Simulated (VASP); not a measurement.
# KF, energy along a vibration (SMASS = -2): which settings are enough?

KF, Fm-3m (no. 225), atoms displaced along the mode, 2 atoms in the cell. LDA, energy along a line of displacements; PAW potentials K_sv, F (LDA set). VASP 6.6.1.

Wanted: harmonic frequency within 1 %.

Space group without the displacement: Fm-3m (no. 225); Mode: optical mode at Gamma along x.

POSCAR of the starting run:
```
KF
1.0
    0.0000000000      2.6718500000      2.6718500000
    2.6718500000      0.0000000000      2.6718500000
    2.6718500000      2.6718500000      0.0000000000
K F
1 1
Direct
    0.0048956857     -0.0048956857     -0.0048956857
    0.4899247854      0.5100752146      0.5100752146

    0.0065402689   0.0000000000   0.0000000000
   -0.0134597311   0.0000000000   0.0000000000
```

The series start from k mesh: 5 × 5 × 5; Cutoff (eV): 520; Step along the mode (Å): 0.02; Extrapolation between steps (IWAVPR): 11. Each series keeps the choices made before it, and each single choice may use up half of a tolerance.

## k mesh

| k mesh | Harmonic frequency (THz) | Time (s) |
|---|---|---|
| 3 × 3 × 3 | 4.868 | 20 |
| 4 × 4 × 4 | 4.877 | 44 |
| 5 × 5 × 5 | 4.877 | 65 |
| 6 × 6 × 6 | 4.877 | 115 |
| 8 × 8 × 8 (reference) | 4.877 | 286 |

## Cutoff (eV)

| Cutoff (eV) | Harmonic frequency (THz) | Time (s) |
|---|---|---|
| 280 | 4.91 | 13 |
| 340 | 4.971 | 11 |
| 400 | 4.825 | 18 |
| 460 | 4.871 | 22 |
| 520 | 4.868 | 20 |
| 600 (reference) | 4.854 | 32 |

## Extrapolation between steps (IWAVPR)

| Extrapolation between steps (IWAVPR) | Harmonic frequency (THz) | Time (s) |
|---|---|---|
| 11 | 4.864 | 27 |
| 12 | 4.864 | 21 |
| 0 | 4.864 | 29 |

## Question

The rows run from the loosest to the tightest (no order: extrapolation between steps). For each series: choose the loosest value from which every tighter one stays within half of the tolerance; where there is no order, keep the first row unless others stay within half of the tolerance and take at least 30 % less time, and then take the fastest.

## Answer

- k mesh: 3 × 3 × 3
- Cutoff (eV): 460
- Extrapolation between steps (IWAVPR): 11

Also changed on the way, by series that aren't shown: Step along the mode (Å): 0.08.

## All choices together

| Input | Harmonic frequency (THz) | Time (s) |
|---|---|---|
| defaults on a coarse mesh (naive) | 5.037 | 3.7 |
| chosen settings | 4.864 | 27 |
| reference settings throughout | 4.842 | 291 |

The tolerance is met.

## The input

INCAR:
```
SYSTEM = KF
GGA = CA ; PREC = Accurate
ENCUT = 460 ; EDIFF = 1E-7
ALGO = Normal ; LREAL = .False.
LASPH = .True. ; ISMEAR = 0
SIGMA = 0.03 ; ISYM = 0
LWAVE = .False. ; LCHARG = .False.
IBRION = 0 ; SMASS = -2
POTIM = 1 ; NSW = 9
NELMIN = 4 ; IWAVPR = 11
KPAR = 2
```

KPOINTS:
```
Automatic mesh
0
Gamma
  3 3 3
  0 0 0
```

POSCAR:
```
KF
1.0
    0.0000000000      2.6718500000      2.6718500000
    2.6718500000      0.0000000000      2.6718500000
    2.6718500000      2.6718500000      0.0000000000
K F
1 1
Direct
    0.0195827429     -0.0195827429     -0.0195827429
    0.4596991416      0.5403008584      0.5403008584

    0.0261610758   0.0000000000   0.0000000000
   -0.0538389242   0.0000000000   0.0000000000
```

Commands:
```
cat potpaw_LDA.64/K_sv/POTCAR potpaw_LDA.64/F/POTCAR > POTCAR
mpirun -np 2 vasp_std > vasp.out
```

The chosen input took VASP 6.6.1 27 s on 2 cores (Intel Xeon Platinum 8259CL @ 2.50GHz (Skylake/Cascade Lake)), a shared host.

## An input that fails: electronic threshold far too loose

It runs to its end, but against the unchanged starting input it is off by 122 % in the harmonic frequency.

Changes against the starting input:
```
- EDIFF = 1e-07
- NELMIN = 4
+ EDIFF = 0.1
```
